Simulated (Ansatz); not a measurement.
# ZnSe (F-43m): how far a G0W0 gap depends on its settings

Aim: test how the G0W0 gap of zincblende ZnSe moves with the number of bands, the screening cutoff and the other choices.

The runs shown are made with Ansatz 0.2.0. G0W0, plane waves. Computed at 0 K without zero-point motion; spin polarisation is off.

**1. Starting point**

The cell was relaxed beforehand with r2SCAN.

Space group F-43m (No. 216), cubic; a = 5.665 Å in the conventional setting, 22.72 Å³ an atom. Near Zn stand 4 Se at 2.45 Å; near Se stand 4 Zn at 2.45 Å.

The structure in full:

Space group F-43m (No. 216). a = 5.665 Å, b = 5.665 Å, c = 5.665 Å, α = 90.00°, β = 90.00°, γ = 90.00°
```json
{"atom": "Zn", "site": "4a", "symmetry": "-43m", "x": "0.0000", "y": "0.0000", "z": "0.0000"}
{"atom": "Se", "site": "4d", "symmetry": "-43m", "x": "0.2500", "y": "0.2500", "z": "0.7500"}
```

**2. 103 empty bands, 100 eV**

File input.yaml:

```yaml
crystal:
  lattice:
    - [0.0, 2.8324206844, 2.8324206844]
    - [2.8324206844, 0.0, 2.8324206844]
    - [2.8324206844, 2.8324206844, 0.0]
  atoms:
    - { symbol: Zn, position: [0.0, 0.0, 0.0] }
    - { symbol: Se, position: [0.25, 0.25, 0.25] }
kpoints:
  mp_grid: { grid: [6, 6, 6] }
hamiltonian:
  xc: pbe
scf:
  occupations: { method: fixed }
gw:
  n_empty_bands: 103
  ecut_chi: 100
  qp_bands: [v2, c2]
  qp_kpoints: band_edges
  screening: { model: contour_deformation }
```

**3. 249 empty bands, 180 eV**

input.yaml: that of step 2 with these lines changed.

```diff
@@ -15,4 +15,4 @@
 gw:
-  n_empty_bands: 103
-  ecut_chi: 100
+  n_empty_bands: 249
+  ecut_chi: 180
   qp_bands: [v2, c2]
```

**4. 483 empty bands, 260 eV**

input.yaml: that of step 3 with these lines changed.

```diff
@@ -15,4 +15,4 @@
 gw:
-  n_empty_bands: 249
-  ecut_chi: 180
+  n_empty_bands: 483
+  ecut_chi: 260
   qp_bands: [v2, c2]
```

**5. Starting from HSE06**

input.yaml: that of step 4 with these lines changed.

```diff
@@ -11,3 +11,3 @@
 hamiltonian:
-  xc: pbe
+  xc: hse06
 scf:
@@ -15,4 +15,4 @@
 gw:
-  n_empty_bands: 483
-  ecut_chi: 260
+  n_empty_bands: 249
+  ecut_chi: 180
   qp_bands: [v2, c2]
```

**6. Starting from r2SCAN**

input.yaml: that of step 5 with these lines changed.

```diff
@@ -11,3 +11,3 @@
 hamiltonian:
-  xc: hse06
+  xc: r2scan
 scf:
```

**7. Starting from PBE0**

input.yaml: that of step 6 with these lines changed.

```diff
@@ -11,3 +11,3 @@
 hamiltonian:
-  xc: r2scan
+  xc: pbe0
 scf:
```

**8. A plasmon pole in place of the full frequency dependence**

input.yaml: that of step 7 with these lines changed.

```diff
@@ -11,3 +11,3 @@
 hamiltonian:
-  xc: pbe0
+  xc: pbe
 scf:
@@ -19,2 +19,2 @@
   qp_kpoints: band_edges
-  screening: { model: contour_deformation }
+  screening: { model: godby_needs }
```

**9. A finer mesh, 8×8×8**

input.yaml: that of step 8 with these lines changed.

```diff
@@ -9,3 +9,3 @@
 kpoints:
-  mp_grid: { grid: [6, 6, 6] }
+  mp_grid: { grid: [8, 8, 8] }
 hamiltonian:
@@ -15,6 +15,6 @@
 gw:
-  n_empty_bands: 249
-  ecut_chi: 180
+  n_empty_bands: 73
+  ecut_chi: 80
   qp_bands: [v2, c2]
   qp_kpoints: band_edges
-  screening: { model: godby_needs }
+  screening: { model: contour_deformation }
```

**10. Norm-conserving pseudopotentials**

input.yaml: that of step 9 with these lines changed.

```diff
@@ -9,5 +9,6 @@
 kpoints:
-  mp_grid: { grid: [8, 8, 8] }
+  mp_grid: { grid: [6, 6, 6] }
 hamiltonian:
   xc: pbe
+  pseudopotentials: { kind: nc }
 scf:
@@ -15,4 +16,4 @@
 gw:
-  n_empty_bands: 73
-  ecut_chi: 80
+  n_empty_bands: 249
+  ecut_chi: 180
   qp_bands: [v2, c2]
```

Before running it: what results should come out? Wanted: for each run, start; potentials; frequencies; empty bands; cutoff; Kohn-Sham gap; G0W0 gap.

The runs gave:

| start | potentials | frequencies | empty bands | cutoff (eV) | mesh | Kohn-Sham gap (eV) | G0W0 gap (eV) |
| --- | --- | --- | --- | --- | --- | --- | --- |
| PBE | PAW | full | 103 | 100 | 6×6×6 | 1.29 | 2.40 |
| PBE | PAW | full | 249 | 180 | 6×6×6 | 1.29 | 2.35 |
| PBE | PAW | full | 483 | 260 | 6×6×6 | 1.29 | 2.34 |
| HSE06 | PAW | full | 249 | 180 | 6×6×6 | 2.42 | 2.93 |
| r2SCAN | PAW | full | 249 | 180 | 6×6×6 | 1.87 | 2.65 |
| PBE0 | PAW | full | 249 | 180 | 6×6×6 | 3.05 | 3.11 |
| PBE | PAW | pole | 249 | 180 | 6×6×6 | 1.29 | 2.39 |
| PBE | PAW | full | 73 | 80 | 8×8×8 | 1.29 | 2.45 |
| PBE | NC | full | 249 | 180 | 6×6×6 | 1.29 | 2.32 |

Gaps are those on each run's own mesh.

With bands and cutoff raised together, from 103 bands at 100 eV to 483 at 260 eV, the gap moves by -0.06 eV, and on the last rung by -0.01 eV; extrapolated in 1/N from the last two rungs, the limit on this k mesh would lie near 2.3 eV. The starting point matters: against PBE, HSE06 gives +0.58 eV, r2SCAN gives +0.31 eV, PBE0 gives +0.77 eV. The plasmon pole changes the gap by +0.038 eV. Norm-conserving potentials change it by -0.033 eV.
